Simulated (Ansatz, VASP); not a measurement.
# One calculation of WSe2, two programs

Contents of INCAR:

```
PREC = Accurate ; ENCUT = 520
EDIFF = 1E-7 ; ISMEAR = 0
SIGMA = 0.05 ; LREAL = False
LASPH = True ; NELM = 80
ALGO = Normal ; ISIF = 2
LWAVE = False ; LCHARG = False
GGA = CA ; NBANDS = 20
```

Contents of KPOINTS:

```
regular mesh
0
Gamma
  12 12 2
```

The input POSCAR:

```
WSe2
1.0
    3.3179375931      0.0000000000      0.0000000000
   -1.6589687966      2.8734182438      0.0000000000
    0.0000000000      0.0000000000     16.6581424200
W Se
1 2
Direct
   -0.0044848718     -0.0089697437      0.0000000000
    0.3385535967      0.6771071934      0.0997865200
    0.3385535967      0.6771071934      0.9002134800
```

Input for Ansatz:

```yaml
crystal:
  lattice:
    - [3.3179375931, 0.0, 0.0]
    - [-1.6589687966, 2.8734182438, 0.0]
    - [0.0, 0.0, 16.65814242]
  atoms:
    - { symbol: W, position: [-0.0044848718, -0.0089697437, 0.0] }
    - { symbol: Se, position: [0.3385535967, 0.6771071934, 0.09978652] }
    - { symbol: Se, position: [0.3385535967, 0.6771071934, 0.90021348] }
basis:
  ecutwfc: 420
kpoints:
  mp_grid: { grid: [12, 12, 2] }
hamiltonian:
  xc: lda
scf:
  occupations: { method: gaussian, width: 0.05 }
output:
  forces: true
  stress: true
  eigenvalues: true
  write_density: true
  write_potential: true
  elf: true
  volumetric_format: npy
```

Change from the starting cell: mode 6 (239.1 1/cm) frozen in, largest displacement +0.030 Å.

Alike in both runs: task single point; functional LDA; k mesh 12 × 12 × 2; occupations gaussian, width 0.05 eV; no spin polarisation.

```csv
,VASP,Ansatz
version,VASP 6.6.1,Ansatz 0.2.0
potentials or method,"VASP PAW LDA potentials, release 64 (W_sv, Se)","scalar-relativistic, plane waves, PAW"
plane-wave cutoff (eV),520,420
valence electrons in the cell,26,46
```

VASP gave:

| Item | Value |
| --- | --- |
| gap on the k mesh at the Fermi level (eV) | 1.51 |
| least direct gap on the mesh (eV) | 1.51 |
| rms of the force components (eV/Å) | 0.427 |

Question: Which values does Ansatz return?

Answer: gap on the k mesh at the Fermi level (eV): 1.51; least direct gap on the mesh (eV): 1.51; rms of the force components (eV/Å): 0.440.

Atom by atom the forces differ by 0.044 eV/Å (rms over components). The two sets of potentials don't hold the same shells in valence. Ansatz warned: «xc_potential_rough_in_thin_density».

Caveats: spin-orbit coupling is left out, which moves the levels of the heavy elements.
